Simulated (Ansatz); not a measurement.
## Property card for Te₄Mo₃

All numbers below come from DFT PBEsol, scalar-relativistic, plane waves, PAW (Ansatz).

Settings: cutoff 420 eV, Γ-centred mesh 6×6×6 on the computed 14-atom cell, Gaussian smearing of 0.10 eV; no spin polarisation.

The structure is relaxed at this level of theory with its symmetry kept.

Space group R-3:H (No. 148). a = 10.106 Å, b = 10.106 Å, c = 11.731 Å, α = 90.00°, β = 90.00°, γ = 120.00°
| atom | site | symmetry | x | y | z |
| --- | --- | --- | --- | --- | --- |
| Te | 6c | 3. | 0.0000 | 0.0000 | 0.2891 |
| Te | 18f | 1 | 0.2977 | 0.3338 | 0.5814 |
| Mo | 18f | 1 | 0.5234 | 0.3504 | 0.4308 |

(1) Formation energy from the elements' standard states (uncorrected)?

(2) Density of states at the Fermi level?

(3) Löwdin character within 0.5 eV of the Fermi level?

(4) Bulk modulus?

(5) Its pressure derivative?

Spin-orbit coupling is left out, which matters for the bands of heavy elements.

## Answers

(1) -0.255 eV/atom.

(2) 4.61 states/eV per cell.

(3) Mo 4d 56 %, Te 5p 39 %.

(4) 42 GPa.

(5) 7.7.

Cost: 9 runs of about 43 core-minutes in all, on Intel Xeon 6975P-C (Granite Rapids) (shared hosts).